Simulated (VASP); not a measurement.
Input of a VASP 6.6.1 run:

File INCAR:

```
SYSTEM = CoO
  PREC = Accurate
  ENCUT = 520
  EDIFF = 1E-6
  ISMEAR = -1
  SIGMA = 0.05
  LREAL = .FALSE.
  LASPH = .TRUE.
  NELM = 100
  ALGO = Fast
  ISIF = 2
  LWAVE = .FALSE.
  LCHARG = .FALSE.
  ISPIN = 2
  MAGMOM = 3.5 3.5 0 0
  LORBIT = 11
  LMAXMIX = 4
  GGA = PE
```

Contents of KPOINTS:

```
Automatic mesh
0
G
  8 8 8
  0 0 0
```

POSCAR

```
CoO
1.0
   -1.4142300000      2.4495100000      2.7217200000
    2.8284500000      0.0000000000      2.7217200000
    1.4142200000      2.4495100000      0.0000000000
Co O
2 2
Direct
    0.2500000000      0.2500000000      0.7500000000
    0.7500000000      0.7500000000      0.2500000000
    0.8333300000      0.1666700000      0.5000000000
    0.3333300000      0.6666700000      0.0000000000
```

Potentials or basis: VASP PAW PBE potentials, release 64 (Co, O).

Run with:

```console
$ cat potpaw_PBE.64/Co/POTCAR potpaw_PBE.64/O/POTCAR > POTCAR
$ mpirun -np 1 vasp_std > vasp.out
```

Question: What does it give for the site moments?

Answer: Co +2.55; O +0.41 μB.

Question: What does it give for the band gap on the k mesh?

Answer: None (metal or under the smearing width).

Question: Predict the pressure.

Answer: -0.2 GPa.

Question: Estimate the net moment.

Answer: 6.00 μB per cell.

Stress tensor (GPa, compression positive):
```
-0.04  0.08  0.00
 0.08  0.05  0.00
 0.00  0.00 -0.59
```

Caveat: semilocal functionals often make such compounds metallic where correlation or magnetic order opens a gap, which also shifts bond lengths. With open d or f shells a metallic result of PBE can be an artefact of self-interaction; +U or a hybrid may open a gap.
